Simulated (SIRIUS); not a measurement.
# BAs (F-43m) in SIRIUS: notebook

One crystal, BAs, is run at these levels: PBEsol, PBE; tasks: single point, equation of state.

Everything below comes from runs of SIRIUS 7.12.0. Logs are shortened: lines on timing, memory, paths and dates and some standing lists are left out, and cuts for length are marked. The log counts tension as positive stress, the text compression.

**Measured values to compare with.**

From “Basic Physical Properties of Cubic Boron Arsenide”, 2019, arxiv:1911.11281, for a bulk crystal of BAs: bulk modulus 148 GPa.

The runs below are set against these values where they give the same quantity.

### Step 1. The crystal as given

It takes space group F-43m (No. 216, cubic). Conventional cell: a = 4.777 Å, b = 4.777 Å, c = 4.777 Å, α = 90.00°, β = 90.00°, γ = 90.00°. As (site symmetry -43m) is surrounded by 4 B at 2.07 Å. Around B (site symmetry -43m) lie 4 As at 2.07 Å.

### Step 2. Single point, PBEsol

Input file sirius.json:

```json
{
  "control": {
    "processing_unit": "cpu",
    "std_evp_solver_name": "lapack",
    "gen_evp_solver_name": "lapack",
    "verbosity": 2,
    "print_forces": true,
    "ortho_rf": true,
    "use_second_variation": true,
    "rmt_max": 3.0,
    "num_bands_to_print": 21,
    "save_wf": true
  },
  "parameters": {
    "electronic_structure_method": "full_potential_lapwlo",
    "xc_functionals": ["XC_GGA_X_PBE_SOL", "XC_GGA_C_PBE_SOL"],
    "core_relativity": "dirac",
    "valence_relativity": "iora",
    "num_fv_states": 21,
    "smearing": "fermi_dirac",
    "smearing_width": 0.0018374661,
    "pw_cutoff": 21,
    "gk_cutoff": 4.09,
    "lmax_apw": 10,
    "lmax_rho": 8,
    "lmax_pot": 8,
    "num_mag_dims": 0,
    "auto_rmt": 0,
    "ngridk": [10, 10, 10],
    "shiftk": [0, 0, 0],
    "num_dft_iter": 80,
    "energy_tol": 1e-07,
    "density_tol": 1e-05,
    "use_symmetry": true
  },
  "settings": {"tol_ne": 1e-10},
  "iterative_solver": {"type": "exact"},
  "mixer": {"type": "anderson", "beta": 0.5, "max_history": 8},
  "unit_cell": {
    "lattice_vectors": [[0.0, 4.5136108487, 4.5136108487], [4.5136108487, 0.0, 4.5136108487], [4.5136108487, 4.5136108487, 0.0]],
    "atom_types": ["As", "B"],
    "atom_files": {"As": "As.json", "B": "B.json"},
    "atoms": {"As": [[0.75, 0.75, 0.75]], "B": [[0.0, 0.0, 0.0]]}
  }
}
```

Input file As.json:

```json
{
  "name": "arsenic",
  "symbol": "As",
  "number": 33,
  "mass": 74.9216,
  "rmin": 1e-06,
  "rmt": 2.18,
  "nrmt": 800,
  "rinf": 15.07,
  "core": "1s2s2p",
  "valence": [
    {"basis": [{"enu": 0.09, "dme": 0, "n": 0, "auto": 0}, {"enu": 0.09, "dme": 1, "n": 0, "auto": 0}]},
    {"l": 0, "n": 1, "basis": [{"enu": 0.0686, "dme": 0, "n": 0, "auto": 0}]},
    {"l": 1, "n": 2, "basis": [{"enu": 0.19, "dme": 0, "n": 0, "auto": 0}]},
    {"l": 2, "n": 3, "basis": [{"enu": 0.19, "dme": 0, "n": 0, "auto": 0}]},
    {"l": 3, "n": 4, "basis": [{"enu": 0.19, "dme": 0, "n": 0, "auto": 0}]}
  ],
  "lo": [
    {
      "l": 0,
      "basis": [{"enu": 0.0686, "dme": 0, "n": 0, "auto": 0}, {"enu": 0.0686, "dme": 1, "n": 0, "auto": 0}]
    },
    {
      "l": 0,
      "basis": [{"enu": 0.0686, "dme": 1, "n": 0, "auto": 0}, {"enu": 0.0686, "dme": 2, "n": 0, "auto": 0}]
    },
    {
      "l": 0,
      "basis": [{"enu": -6.5608, "dme": 0, "n": 3, "auto": 1}, {"enu": -6.5608, "dme": 1, "n": 3, "auto": 1}]
    },
    {
      "l": 0,
      "basis": [{"enu": 0.0686, "dme": 0, "n": 0, "auto": 0}, {"enu": 2.5936, "dme": 0, "n": 0, "auto": 0}]
    },
    {"l": 1, "basis": [{"enu": 0.19, "dme": 0, "n": 0, "auto": 0}, {"enu": 0.19, "dme": 1, "n": 0, "auto": 0}]},
    {
      "l": 1,
      "basis": [{"enu": -4.5109, "dme": 0, "n": 3, "auto": 1}, {"enu": -4.5109, "dme": 1, "n": 3, "auto": 1}]
    },
    {
      "l": 1,
      "basis": [{"enu": -4.5109, "dme": 1, "n": 3, "auto": 1}, {"enu": 0.19, "dme": 0, "n": 0, "auto": 0}]
    },
    {"l": 1, "basis": [{"enu": 0.19, "dme": 0, "n": 0, "auto": 0}, {"enu": 4.0617, "dme": 0, "n": 0, "auto": 0}]},
    {"l": 2, "basis": [{"enu": 0.19, "dme": 0, "n": 0, "auto": 0}, {"enu": 0.19, "dme": 1, "n": 0, "auto": 0}]},
    {
      "l": 2,
      "basis": [{"enu": -1.1185, "dme": 0, "n": 3, "auto": 1}, {"enu": -1.1185, "dme": 1, "n": 3, "auto": 1}]
    },
    {
      "l": 2,
      "basis": [{"enu": -1.1185, "dme": 1, "n": 3, "auto": 1}, {"enu": 0.19, "dme": 0, "n": 0, "auto": 0}]
    },
    {"l": 2, "basis": [{"enu": 0.19, "dme": 0, "n": 0, "auto": 0}, {"enu": 4.5667, "dme": 0, "n": 0, "auto": 0}]},
    {"l": 3, "basis": [{"enu": 0.19, "dme": 0, "n": 0, "auto": 0}, {"enu": 0.19, "dme": 1, "n": 0, "auto": 0}]},
    {"l": 3, "basis": [{"enu": 0.19, "dme": 0, "n": 0, "auto": 0}, {"enu": 3.8513, "dme": 0, "n": 0, "auto": 0}]}
  ],
  "free_atom": [... radial grid and density of the free atom, the start of the SCF ...]
}
```

Input file B.json:

```json
{
  "name": "boron",
  "symbol": "B",
  "number": 5,
  "mass": 10.811,
  "rmin": 1e-06,
  "rmt": 1.59,
  "nrmt": 800,
  "rinf": 17.81,
  "core": "",
  "valence": [
    {"basis": [{"enu": 0.09, "dme": 0, "n": 0, "auto": 0}, {"enu": 0.09, "dme": 1, "n": 0, "auto": 0}]},
    {"l": 0, "n": 1, "basis": [{"enu": 0.1359, "dme": 0, "n": 0, "auto": 0}]},
    {"l": 1, "n": 2, "basis": [{"enu": 0.19, "dme": 0, "n": 0, "auto": 0}]},
    {"l": 2, "n": 3, "basis": [{"enu": 0.19, "dme": 0, "n": 0, "auto": 0}]},
    {"l": 3, "n": 4, "basis": [{"enu": 0.19, "dme": 0, "n": 0, "auto": 0}]}
  ],
  "lo": [
    {
      "l": 0,
      "basis": [{"enu": 0.1359, "dme": 0, "n": 0, "auto": 0}, {"enu": 0.1359, "dme": 1, "n": 0, "auto": 0}]
    },
    {
      "l": 0,
      "basis": [{"enu": 0.1359, "dme": 1, "n": 0, "auto": 0}, {"enu": 0.1359, "dme": 2, "n": 0, "auto": 0}]
    },
    {
      "l": 0,
      "basis": [{"enu": -6.2364, "dme": 0, "n": 1, "auto": 1}, {"enu": -6.2364, "dme": 1, "n": 1, "auto": 1}]
    },
    {
      "l": 0,
      "basis": [{"enu": 0.1359, "dme": 0, "n": 0, "auto": 0}, {"enu": 4.8825, "dme": 0, "n": 0, "auto": 0}]
    },
    {"l": 1, "basis": [{"enu": 0.19, "dme": 0, "n": 0, "auto": 0}, {"enu": 0.19, "dme": 1, "n": 0, "auto": 0}]},
    {"l": 1, "basis": [{"enu": 0.19, "dme": 1, "n": 0, "auto": 0}, {"enu": 0.19, "dme": 2, "n": 0, "auto": 0}]},
    {"l": 1, "basis": [{"enu": 0.19, "dme": 0, "n": 0, "auto": 0}, {"enu": 5.6486, "dme": 0, "n": 0, "auto": 0}]},
    {"l": 2, "basis": [{"enu": 0.19, "dme": 0, "n": 0, "auto": 0}, {"enu": 0.19, "dme": 1, "n": 0, "auto": 0}]},
    {"l": 2, "basis": [{"enu": 0.19, "dme": 1, "n": 0, "auto": 0}, {"enu": 0.19, "dme": 2, "n": 0, "auto": 0}]},
    {"l": 2, "basis": [{"enu": 0.19, "dme": 0, "n": 0, "auto": 0}, {"enu": 6.3606, "dme": 0, "n": 0, "auto": 0}]},
    {"l": 3, "basis": [{"enu": 0.19, "dme": 0, "n": 0, "auto": 0}, {"enu": 0.19, "dme": 1, "n": 0, "auto": 0}]}
  ],
  "free_atom": [... radial grid and density of the free atom, the start of the SCF ...]
}
```

Input file sirius_start.json:

```json
{
  "control": {
    "processing_unit": "cpu",
    "std_evp_solver_name": "lapack",
    "gen_evp_solver_name": "lapack",
    "verbosity": 1,
    "print_forces": false,
    "ortho_rf": true,
    "use_second_variation": true,
    "rmt_max": 3.0,
    "num_bands_to_print": 21,
    "save_wf": false
  },
  "parameters": {
    "electronic_structure_method": "full_potential_lapwlo",
    "xc_functionals": ["XC_LDA_X", "XC_LDA_C_PW"],
    "core_relativity": "dirac",
    "valence_relativity": "iora",
    "num_fv_states": 21,
    "smearing": "fermi_dirac",
    "smearing_width": 0.0055123983,
    "pw_cutoff": 21,
    "gk_cutoff": 3.27,
    "lmax_apw": 10,
    "lmax_rho": 8,
    "lmax_pot": 8,
    "num_mag_dims": 0,
    "auto_rmt": 0,
    "ngridk": [4, 4, 4],
    "shiftk": [0, 0, 0],
    "num_dft_iter": 30,
    "energy_tol": 0.01,
    "density_tol": 0.05,
    "use_symmetry": true
  },
  "settings": {"tol_ne": 1e-10},
  "iterative_solver": {"type": "exact"},
  "mixer": {"type": "anderson", "beta": 0.5, "max_history": 8},
  "unit_cell": {
    "lattice_vectors": [[0.0, 4.5136108487, 4.5136108487], [4.5136108487, 0.0, 4.5136108487], [4.5136108487, 4.5136108487, 0.0]],
    "atom_types": ["As", "B"],
    "atom_files": {"As": "As.json", "B": "B.json"},
    "atoms": {"As": [[0.75, 0.75, 0.75]], "B": [[0.0, 0.0, 0.0]]}
  }
}
```

Potentials or basis: all-electron FP-LAPW, apw+lo standard.

Command:

```console
OMP_NUM_THREADS=1 sirius.scf --input=sirius_start.json --output=start.json
OMP_NUM_THREADS=1 sirius.scf --input=sirius.json --output=output.json --task=1
```

Standard output:

```text
[info] SIRIUS version : 7.12.0
[info] number of MPI ranks           : 1
[info] MPI grid                      : 1 1
[info] maximum number of OMP threads : 1
[fft] FFT context for density and potential
[fft] =====================================
[fft]   plane wave cutoff                     : 21
[fft]   grid size                             : 45 45 45   total : 91125
[fft]   grid limits                           : -22 22   -22 22   -22 22
[fft]   number of G-vectors within the cutoff : 28763
[fft]   number of G-shells                    : 786
[fft] FFT context for coarse grid
[fft] =====================================
[fft]   plane wave cutoff                     : 8.18
[fft]   grid size                             : 20 20 20   total : 8000
[fft]   grid limits                           : -9 10   -9 10   -9 10
[fft]   number of G-vectors within the cutoff : 1687
[fft]   number of G-shells                    : 67
[unit cell] lattice vectors
[unit cell]   a1 :       0.0000000000      4.5136108487      4.5136108487
[unit cell]   a2 :       4.5136108487      0.0000000000      4.5136108487
[unit cell]   a3 :       4.5136108487      4.5136108487      0.0000000000
[unit cell] reciprocal lattice vectors
[unit cell]   b1 :      -0.6960264761      0.6960264761      0.6960264761
[unit cell]   b2 :       0.6960264761     -0.6960264761      0.6960264761
[unit cell]   b3 :       0.6960264761      0.6960264761     -0.6960264761
[unit cell] unit cell volume :       183.90872505 [a.u.^3]
[unit cell] 1/sqrt(omega)    :         0.07373927
[unit cell] MT volume        :        60.23443034 (32.75%)
[unit cell] IT volume        :       123.67429471 (67.25%)
[unit cell] number of atom types : 2
[unit cell] type id : 0 symbol : As mt_radius :   2.180000 num_atoms : 1
[unit cell] type id : 1 symbol :  B mt_radius :   1.590000 num_atoms : 1
[unit cell] total number of atoms : 2
[unit cell] number of symmetry classes : 2
[unit cell] atom id  type id  class id             position                      vector_field
[unit cell] ------------------------------------------------------------------------------------------
[unit cell]      0        0        0      0.75000   0.75000   0.75000      0.00000   0.00000   0.00000
[unit cell]      1        1        1      0.00000   0.00000   0.00000      0.00000   0.00000   0.00000
[unit cell] atom id         position (Cartesian, a.u.)
[unit cell] ---------------------------------------------
[unit cell]      0       6.770416    6.770416    6.770416
[unit cell]      1       0.000000    0.000000    0.000000
[unit cell] class id : 0 atom id : 0
[unit cell] class id : 1 atom id : 1
[... 357 lines left out ...]
[diagonalize] ik:   46   -6.521844   -6.072950   -4.447686   -4.447686   -4.447686   -1.039688   -1.039420   -1.039177   -1.039036   -1.038799   -0.130842   -0.020321    0.078491    0.087853    0.440978    0.452955    0.563535    0.565844    0.729226    0.847799    0.858274
[generate_core_charge_density] atom class : 0
[generate_core_charge_density]   n,l,k : 1 0 1  energy :        -429.77835124
[generate_core_charge_density]   n,l,k : 2 0 1  energy :         -54.12126150
[generate_core_charge_density]   n,l,k : 2 1 1  energy :         -48.32017358
[generate_core_charge_density]   n,l,k : 2 1 2  energy :         -46.97785842
[generate_core_charge_density] atom class : 1
[find] Total energy                   :   -2284.23136286 (Ha),   -4568.46272572 (Ry)
[find] iteration : 1, RMS (target) : 6.7182e-02 (1.0000e-05) , energy difference (target) : 3.8030e-05 (1.0000e-07)
[find] Total energy                   :   -2284.23135451 (Ha),   -4568.46270901 (Ry)
[find] iteration : 2, RMS (target) : 2.4541e-03 (1.0000e-05) , energy difference (target) : 8.3522e-06 (1.0000e-07)
[find] Total energy                   :   -2284.23135996 (Ha),   -4568.46271992 (Ry)
[find] iteration : 3, RMS (target) : 8.2502e-04 (1.0000e-05) , energy difference (target) : -5.4523e-06 (1.0000e-07)
[... 15 lines left out ...]
[find] valence_eval_sum               :     -61.95322725
[find] core_eval_sum                  :   -1252.31997787
[find] kinetic energy                 :    2333.45481785
[find] enuc                           :   -2764.13548118
[find] <rho|V^{XC}>                   :    -113.04670682
[find] <rho|E^{XC}>                   :     -86.21004627
[find] <mag|B^{XC}>                   :       0.00000000
[find] <rho|V^{H}>                    :   -3534.68131615
[find] smearing (-TS)                 :      -0.00000001
[find] SCF correction                 :       0.00000838
[find] Total energy                   :   -2284.23135928 (Ha),   -4568.46271856 (Ry)
[find] Free energy (E-TS)             :   -2284.23135929 (Ha),   -4568.46271857 (Ry)
[find] band gap (eV)                  :       1.08514830
[find] Efermi                         :       0.29760874
[find] iteration : 6, RMS (target) : 3.9425e-06 (1.0000e-05) , energy difference (target) : 9.7856e-08 (1.0000e-07)
[find] converged after 7 SCF iterations!
[find] Charges and magnetic moments
[find] --------------------------------------------------------------------------------
[find] atom      charge    core leakage
[find] --------------------------------------------------------------------------------
[find]    0   31.064662    0.000000e+00
[find]    1    3.462526    0.000000e+00
[find] total core leakage    : 0.00000000e+00
[find] interstitial charge   : 3.472811
[find] total charge          : 37.999999
[find] Energy
[find] --------------------------------------------------------------------------------
[find] valence_eval_sum               :     -61.95322725
[find] core_eval_sum                  :   -1252.31997787
[find] kinetic energy                 :    2333.45481785
[find] enuc                           :   -2764.13548118
[find] <rho|V^{XC}>                   :    -113.04670682
[find] <rho|E^{XC}>                   :     -86.21004627
[find] <mag|B^{XC}>                   :       0.00000000
[find] <rho|V^{H}>                    :   -3534.68131615
[find] smearing (-TS)                 :      -0.00000001
[find] SCF correction                 :       0.00000838
[find] Total energy                   :   -2284.23135928 (Ha),   -4568.46271856 (Ry)
[find] Free energy (E-TS)             :   -2284.23135929 (Ha),   -4568.46271857 (Ry)
[find] band gap (eV)                  :       1.08514830
[find] Efermi                         :       0.29760874
[ground_state]
[ground_state] ==== total Forces in Ha/bohr =====
[ground_state] atom:    0, force:      -0.0000000     -0.0000000      0.0000000
[ground_state] atom:    1, force:      -0.0000000     -0.0000000      0.0000000
[ground_state] ==== contribution from density =====
[ground_state] atom:    0, force:       0.0000000      0.0000000      0.0000000
[ground_state] atom:    1, force:       0.0000000      0.0000000     -0.0000000
[ground_state] ==== contribution from Hartree potential =====
[ground_state] atom:    0, force:       0.0000000      0.0000000     -0.0000000
[ground_state] atom:    1, force:       0.0000000      0.0000000     -0.0000000
[ground_state] ==== contribution from IBS =====
[ground_state] atom:    0, force:      -0.0000000     -0.0000000      0.0000000
[ground_state] atom:    1, force:      -0.0000000     -0.0000000      0.0000000
```

It took 50 s on 1 thread of Arm Neoverse V1, shared host; peak memory 0.44 GiB.

What came out:

```yaml
Free_energy: -62157.1018 eV
Band_gap_on_the_k_mesh: 1.09 eV, indirect (least direct gap 3.24 eV)
All_electrons_inside_the_program's_atomic_spheres: As 31.06; B 3.46 (radii As 2.18, B 1.59 bohr)
```

A k mesh can miss the band edges. PBEsol gaps usually lie below the measured ones, often by a third to a half.

(Part 1 of 8 ends here.)
